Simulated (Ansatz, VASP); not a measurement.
**One calculation of BaTiO3, two programs**

```
Ba Ti O
1.0
     4.05243    0.00000    0.00000
     0.00000    4.05243    0.00000
     0.00000    0.00000    4.07087
Ba Ti O
1 1 3
Direct
  0.00000 0.00000 0.00000
  0.50000 0.50000 0.49000
  0.00000 0.50000 0.51700
  0.50000 0.00000 0.51700
  0.50000 0.50000 0.01900
```

Change from the starting cell: volume scaled by 1.04.

Alike in both runs: task single point; functional PBEsol; k mesh 7 × 7 × 7; occupations fermi-dirac, width 0.05 eV; no spin polarisation.

|  | VASP | Ansatz |
| --- | --- | --- |
| version | VASP 6.6.1 | Ansatz 0.2.0 |
| potentials or method | VASP PAW PBE potentials, release 64 (Ba_sv, Ti_sv, O) | Ansatz PAW |
| plane-wave cutoff (eV) | 520 | 420 |
| valence electrons in the cell | 40 | 40 |

VASP gave:

| Item | Value |
| --- | --- |
| gap on the k mesh at the Fermi level (eV) | 1.74 |
| least direct gap on the mesh (eV) | 1.97 |
| pressure (GPa) | -8.0 |
| largest component of the traceless stress (GPa) | 0.53 |
| rms of the force components (eV/Å) | 0.172 |

Which values does Ansatz return?

gap on the k mesh at the Fermi level (eV): 1.80; least direct gap on the mesh (eV): 1.99; pressure (GPa): -9.6; largest component of the traceless stress (GPa): 0.50; rms of the force components (eV/Å): 0.180.

Atom by atom the forces differ by 0.013 eV/Å (rms over components).

Caveats: spin-orbit coupling is left out, which moves the levels of the heavy elements; the PAW data sets were made with another functional, which shifts forces and pressure a little (VASP); an odd mesh through Γ misses points on the zone boundary, where band edges often lie (VASP); odd divisions of the mesh miss points on the zone boundary, where band edges often lie, so the gap on the mesh can be too wide (Ansatz); the pressure holds a Pulay correction of +0.6 GPa for the finite cutoff (Ansatz); the PAW data sets come from PBE, with cores solved anew for the run's functional, which leaves a small shift of forces and pressure (Ansatz).
